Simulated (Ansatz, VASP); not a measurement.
## Pd in VASP and in Ansatz

```
Pd
1.0
     2.77414    0.00000    0.00000
    -1.38707    2.40248    0.00000
     0.00000    0.00000    4.62631
Pd
2
Direct
  0.33333 0.66667 0.25000
  0.66667 0.33333 0.75000
```

Alike in both runs: functional PBE; k mesh 15 × 15 × 8; occupations fermi-dirac, width 0.08 eV; no spin polarisation.

Ansatz relaxed the structure, and its values are those at the end. VASP's run is a single point on that final structure, the one shown.

```csv
,VASP,Ansatz
version,VASP 6.6.1,Ansatz 0.2.0
potentials or method,"VASP PAW PBE potentials, release 64 (Pd)","PAW with Ansatz's default frozen-core files, scalar-relativistic"
plane-wave cutoff (eV),520,420
valence electrons in the cell,20,36
```

```tsv
	VASP	Ansatz	Ansatz less VASP
pressure (GPa)	-0.3	0.0	+0.28
```

With one functional, cell and mesh, what is left measures potentials, basis and numerics. The two sets of potentials don't hold the same shells in valence.
